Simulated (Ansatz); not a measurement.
# Al: the cost of one run

Program: Ansatz 0.2.0. Level of theory: DFT PBE, scalar-relativistic, plane waves, PAW. These are calculated values, not measurements.

2 further runs of the same task are left out: 2 set aside as unsound or not needed.

### 1 Starting point

Symmetry: Fm-3m, No. 225, cubic system. The conventional cell has a = 4.041 Å, b = 4.041 Å, c = 4.041 Å, α = 90.00°, β = 90.00°, γ = 90.00°. Al (site symmetry m-3m) is surrounded by 12 Al at 2.86 Å.

As a file:

```
CELL_PARAMETERS angstrom
4.04062 0.00000 0.00000
0.00000 -4.04062 0.00000
0.00000 0.00000 -4.04062
ATOMIC_POSITIONS crystal
Al 0.00000 0.50000 0.50000
Al 0.50000 0.00000 0.50000
Al 0.50000 0.50000 0.00000
Al 0.00000 0.00000 0.00000
```

It is built from the cell relaxed beforehand with the same method (16.49 Å³/atom).

### 2 The reference: the undisturbed cell on the scan's mesh

File input.yaml:

```yaml
crystal:
  lattice:
    - [4.040622237, 0.0, 0.0]
    - [0.0, -4.040622237, 0.0]
    - [0.0, 0.0, -4.040622237]
  atoms:
    - { symbol: Al, position: [0.0, 0.5, 0.5] }
    - { symbol: Al, position: [0.5, 0.0, 0.5] }
    - { symbol: Al, position: [0.5, 0.5, 0.0] }
    - { symbol: Al, position: [0.0, 0.0, 0.0] }
basis:
  ecutwfc: 420
kpoints:
  mp_grid: { grid: [8, 8, 8] }
hamiltonian:
  xc: pbe
scf:
  occupations: { method: gaussian, width: 0.15 }
output:
  forces: true
  stress: true
  eigenvalues: true
```

Started as:

```bash
ansatz run input.yaml --threads 1 --pin off --max-ram 2560MiB --backend cpu --events-out ev --progress --plain --runs-dir out
```

**Question.** How long does this run take on 1 thread of Arm Neoverse V1, shared host, and how much memory does it need?

About 1.5 s, with a peak of 0.3 GiB.
